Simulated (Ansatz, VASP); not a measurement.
# In: VASP beside Ansatz

Contents of INCAR:

```
  ALGO = Normal
  EDIFF = 1E-7
  ENCUT = 520
  GGA = PE
  ISIF = 2
  ISMEAR = 0
  LASPH = True
  LCHARG = True
  LELF = True
  LREAL = False
  LVHAR = True
  LWAVE = False
  NBANDS = 26
  NELM = 100
  PREC = Accurate
  SIGMA = 0.1
```

The input KPOINTS:

```
k-points
0
Gamma
  6 6 6
```

Contents of POSCAR:

```
In
1.0
    1.6696368166      0.9639652655      8.2074632500
   -1.6696368166      0.9639652655      8.2074632500
    0.0000000000     -1.9279305310      8.2074632500
In
3
Direct
    0.0000000000      0.0000000000      0.0000000000
    0.7780122400      0.7780122400      0.7780122400
    0.2219877600      0.2219877600      0.2219877600
```

Input for Ansatz:

```yaml
crystal:
  lattice:
    - [1.6696368166, 0.9639652655, 8.20746325]
    - [-1.6696368166, 0.9639652655, 8.20746325]
    - [0.0, -1.927930531, 8.20746325]
  atoms:
    - { symbol: In, position: [0.0, 0.0, 0.0] }
    - { symbol: In, position: [0.77801224, 0.77801224, 0.77801224] }
    - { symbol: In, position: [0.22198776, 0.22198776, 0.22198776] }
basis:
  ecutwfc: 420
kpoints:
  mp_grid: { grid: [6, 6, 6] }
hamiltonian:
  xc: pbe
scf:
  occupations: { method: gaussian, width: 0.1 }
output:
  forces: true
  stress: true
  eigenvalues: true
```

This isn't the form of In at room conditions, which is tetragonal.

Alike in both runs: task single point; functional PBE; k mesh 6 × 6 × 6; occupations gaussian, width 0.1 eV; no spin polarisation.

```csv
,VASP,Ansatz
version,VASP 6.6.1,Ansatz 0.2.0
potentials or method,"VASP PAW PBE potentials, release 64 (In_d)","scalar-relativistic, plane waves, PAW"
plane-wave cutoff (eV),520,420
valence electrons in the cell,39,39
```

|  | VASP | Ansatz | Ansatz less VASP |
| --- | --- | --- | --- |
| gap on the k mesh at the Fermi level (eV) | none | none | - |
| pressure (GPa) | 1.4 | 1.4 | +0.04 |
| largest component of the traceless stress (GPa) | 0.94 | 0.94 | +0.002 |
| rms of the force components (eV/Å) | 0.006 | 0.006 | +0.0002 |

Atom by atom the forces differ by 0.000 eV/Å (rms over components). A gap of «none» marks a metal or a gap that the smearing closes.

Caveats: the k mesh is coarse (spacing up to 0.36 Å⁻¹), so the values aren't converged.
